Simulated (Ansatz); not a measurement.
## GaAs: As on a Ga site

Theory: Ansatz, DFT r2SCAN, scalar-relativistic, plane waves, PAW. Run with 500 eV cutoff, 2×2×2 k-mesh, shifted by half a step, Gaussian smearing of 0.01 eV, collinear spin in charge +1 alone.

Host crystal, relaxed:

```yaml
crystal:
  lattice:
    - [0.00000, 2.83306, 2.83306]
    - [2.83306, 0.00000, 2.83306]
    - [2.83306, 2.83306, 0.00000]
  atoms:
    - { symbol: Ga, position: [0.00000, 0.00000, 0.00000] }
    - { symbol: As, position: [0.75000, 0.75000, 0.75000] }
```

Supercell of 32 atoms, rows in host cell vectors: -1 -1 3; -1 -1 -1; 3 -1 -1. Atoms relax at the host's cell from a start displaced at random by 0.06 Å near the defect, so other minima may exist. The cell is small, so energies carry finite-size errors of tenths of an eV. The host's Kohn–Sham gap is 0.96 eV. Atoms are taken from and returned to the elements' standard states. Charged cells are corrected for image charges with the computed static dielectric tensor (mean 13.6) and aligned with the host's potential at far atoms (alignment terms reach 0.09 eV; the program doubts the alignment in some charges, where it is up to 0.09 eV). No band-filling term is added, and the Fermi level counts from the host's valence band top.

With moments and this functional the run may sit in a state above the lowest one.

Defect: As on a Ga site set at (0.000, 0.000, 0.000) of the host cell. Before relaxation its nearest neighbours are 4 As at 2.45 Å.

```tsv
charge	E_f at the valence band top (eV)	over the neutral state (eV)	moment (μB)	largest move (Å)	atoms near the site
+1	1.92	-0.62	0.50	0.09	4 As at 2.54 Å
0	2.54	0.00	0.00	0.15	4 As at 2.60 Å
```

Among the charges computed the stable one is +1 at the valence band top, changing to 0 at 0.62 eV. In charge +1 the cell has partly filled bands: a level of the defect may be part filled, the carrier may sit in the host's bands, or levels may cross between the k points, so transitions that involve it are doubtful. Fractional moments come from partly filled bands of the small cell.

Cost: 3 runs of about 91 core-minutes in all, on Arm Neoverse V1 (shared hosts).